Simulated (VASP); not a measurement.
Crystal: C.

```
C
1.0
     2.52210    0.00000    0.00000
    -1.26105    2.18420    0.00000
     0.00000    0.00000    8.23710
C
8
Direct
  0.66667 0.33333 0.84375
  0.33333 0.66667 0.34375
  0.66667 0.33333 0.65625
  0.33333 0.66667 0.15625
  0.00000 0.00000 0.90625
  0.00000 0.00000 0.40625
  0.00000 0.00000 0.59375
  0.00000 0.00000 0.09375
```

This is a hexagonal form of diamond, not graphite.

| Item | Value |
| --- | --- |
| Program | VASP 6.6.1 |
| Task | relaxation of cell and atoms |
| Functional | PBE |
| Potentials or basis | VASP PAW PBE potentials, release 54 (C) |
| Cutoff | 580 eV |
| k mesh | 12 × 12 × 4 |
| Occupations | fermi-dirac, width 0.05 eV |
| Spin | no spin polarisation |

At the start: pressure 2.4 GPa; volume 5.67 Å³/atom.

**Question.** Where does the relaxation end?

**Answer.** Over 6 steps the energy falls by 2.6 meV/atom and the volume is 5.70 Å³/atom (+0.5 %); space group P6_3/mmc (No. 194, to 0.05 Å).

The path:
```
step  energy change (eV)  largest force (eV/Å)  pressure (GPa)  volume (Å³)
   1              0.0000                0.3284            2.40        45.38
   2              0.0130                0.4672           -2.67        45.93
   3             -0.0206                0.0441            0.02        45.62
   4             -0.0206                0.0377            0.06        45.61
   5             -0.0207                0.0411           -0.07        45.62
   6             -0.0208                0.0041           -0.01        45.62
```

Final structure:
```
C
1.0
     2.51842    0.00000    0.00000
    -1.25921    2.18102    0.00000
     0.00000    0.00000    8.30510
C
8
Direct
  0.66667 0.33333 0.84445
  0.33333 0.66667 0.34445
  0.66667 0.33333 0.65555
  0.33333 0.66667 0.15555
  0.00000 0.00000 0.90702
  0.00000 0.00000 0.40702
  0.00000 0.00000 0.59298
  0.00000 0.00000 0.09298
```
